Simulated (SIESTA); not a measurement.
# CdSe under changes of volume

One of the cells (23.738 Å³/atom); the others are scaled copies at fixed shape and fractional positions:

```
CELL_PARAMETERS angstrom
0.00000 2.87396 2.87396
2.87396 0.00000 2.87396
2.87396 2.87396 0.00000
ATOMIC_POSITIONS crystal
Cd 0.00000 0.00000 0.00000
Se 0.50000 0.50000 0.50000
```

Measurements of this composition are mostly on another form, of space group No. 186.

| Quantity | Value |
| --- | --- |
| Program | SIESTA 5.4.2 |
| Functional | PBEsol |
| Potentials or basis | PseudoDojo 0.4 standard (PBEsol files) |
| Basis | DZP (energy shift 0.003 Ry; two zetas on semicore shells) |
| Grid cutoff | 800 Ry |
| Energy shift | 0.003 Ry |
| k mesh | 8 × 8 × 8 |
| Occupations | fermi-dirac, width 0.05 eV |
| Spin | no spin polarisation |

| volume (Å³/atom) | energy over the lowest point (meV/atom) | pressure (GPa) |
| --- | --- | --- |
| 22.314 | 0.00 | 0.4 |
| 22.788 | 1.01 | -1.1 |
| 23.263 | 6.28 | -2.5 |
| 23.738 | 15.52 | -3.7 |
| 24.213 | 27.92 | -4.7 |
| 24.687 | 43.35 | -5.7 |
| 25.162 | ? | ? |

What does the run at 25.162 Å³/atom give?

Energy over the lowest point 61.34 meV/atom; pressure -6.5 GPa.

Worked out: A Birch-Murnaghan fit of order 3 (a polynomial in V^(-2/3)) to the other rows has its minimum at 22.45 Å³/atom with B0 = V·E''(V) = 76 GPa and B' = 5.1. It gives 61.33 meV/atom at 25.162 Å³/atom, against the run's 61.34, and -dE/dV = -6.5 GPa, against -6.5.

Energies are extrapolated to zero smearing.

Caveats: the basis of atomic orbitals isn't converged, which shifts pressures, moduli and gaps.
